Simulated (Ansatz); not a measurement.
## From the elastic tensor of TaN at 8 GPa (stress–strain coefficients) to moduli and sound speeds

Method: Ansatz, DFT PBEsol, scalar-relativistic, plane waves, PAW. Plane waves to 420 eV; Γ-centred k mesh 18×18×8; Fermi-Dirac smearing of 0.15 eV. No spin polarisation.

Symmetry: P6_3/mmc, No. 194, hexagonal system. The conventional cell has a = 2.869 Å, b = 2.869 Å, c = 5.820 Å, α = 90.00°, β = 90.00°, γ = 120.00°. Around Ta (site symmetry -3m) lie 6 N at 2.20 Å. N (site symmetry -6m2) has 6 Ta at 2.20 Å as nearest neighbours.

In a metal, frequencies and elastic constants depend on the k mesh and the smearing, soft modes and shear constants most. Spin–orbit coupling is left out, which can shift energies with elements as heavy as these. Other phases may be more stable at this pressure.

Relaxed-ion constants (GPa, on the Cartesian axes of the calculation):
```
615.0 301.5 189.8   0.0   0.0   0.0
301.5 615.0 189.8   0.0   0.0   0.0
189.6 189.6 901.6   0.0   0.0   0.0
  0.0   0.0   0.0 313.9   0.0   0.0
  0.0   0.0   0.0   0.0 313.9   0.0
  0.0   0.0   0.0   0.0   0.0 156.7
```

Density 15.604 g/cm³; 4 atoms in 41.49 Å³.

The values that follow are for a polycrystal of randomly turned grains, by Hill's mean where one number stands.

With S = C⁻¹: B_V = (C11+C22+C33+2(C12+C13+C23))/9, G_V = (C11+C22+C33−C12−C13−C23+3(C44+C55+C66))/15, 1/B_R = S11+S22+S33+2(S12+S13+S23), 15/G_R = 4(S11+S22+S33−S12−S13−S23)+3(S44+S55+S66); Hill is their mean. Then v_l = √((B+4G/3)/ρ), v_t = √(G/ρ), v_m = [(2/v_t³+1/v_l³)/3]^(−1/3) and Θ = (ħ/k_B)·v_m·(6π²n/V)^(1/3) for n atoms in the volume V; E = 9BG/(3B+G), ν = (3B−2G)/(2(3B+G)) and A^U = 5G_V/G_R + B_V/B_R − 6.

| Property | Result |
| --- | --- |
| Bulk modulus, Voigt / Reuss / Hill | 388.1 / 384.7 / 386.4 GPa |
| Shear modulus, Voigt / Reuss / Hill | 253.6 / 225.0 / 239.3 GPa |
| Young's modulus | 595 GPa |
| Poisson ratio | 0.243 |
| Pugh ratio B/G | 1.61 |
| Universal anisotropy index | 0.64 |
| Longitudinal and transverse sound speeds | 6724 and 3916 m/s |
| Debye temperature from the mean sound speed | 593 K |

This form isn't the usual stable structure of the compound at low pressure.

Cost: 1 run of about 7.2 core-minutes, on Intel Xeon Platinum 8259CL (Skylake/Cascade Lake) (shared hosts).